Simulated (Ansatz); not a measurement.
# Ag — field gradients at the nuclei

The cell is a structure deposited in the COD whose atoms were relaxed with PBE, the cell held.

```xyz
2
Lattice="2.9300 0.0000 0.0000 -1.4650 2.5375 0.0000 0.0000 0.0000 4.7900" Properties=species:S:1:pos:R:3 pbc="T T T"
Ag    0.0000    1.6916    1.1975
Ag    1.4650    0.8458    3.5925
```

Atoms are numbered from 1 in the order listed; like atoms form one site, named after its first atom.

The numbers come from a DFT calculation in Ansatz (PBEsol, plane waves and PAW, scalar-relativistic, 420 eV cutoff, Γ-centred 18×18×10 k-points, Fermi–Dirac smearing 0.05 eV).

C_Q = eQV_zz/h, which is 24.18 MHz for Q = 1 b and V_zz = 10²¹ V/m²; η = (V_xx − V_yy)/V_zz. Directions are in the Cartesian axes of the cell vectors above, for the atom listed; none is given where the gradient is under 0.02 or η is above 0.95.

Problem. Which values are expected at the nuclei?

Solution. 

```csv
site,first atom,first shell,V_zz (10²¹ V/m²),η,"direction of V_zz (x, y, z)"
Ag,1,12 Ag at 2.93 Å,0.095,0.00,0.00 0.00 1.00
```

An axis of threefold or higher order runs through Ag, so V_zz lies along it and η is zero.

At this cell the PBEsol pressure is -6 GPa, so with PBEsol the cell would shrink if it were relaxed. The run finds no gap above 0.1 eV (a metal, or nearly one), so the gradients can move by 10 % or more with the k-mesh. Without spin–orbit coupling (the program notes it for Ag) the gradients can shift somewhat, as the gap is small.
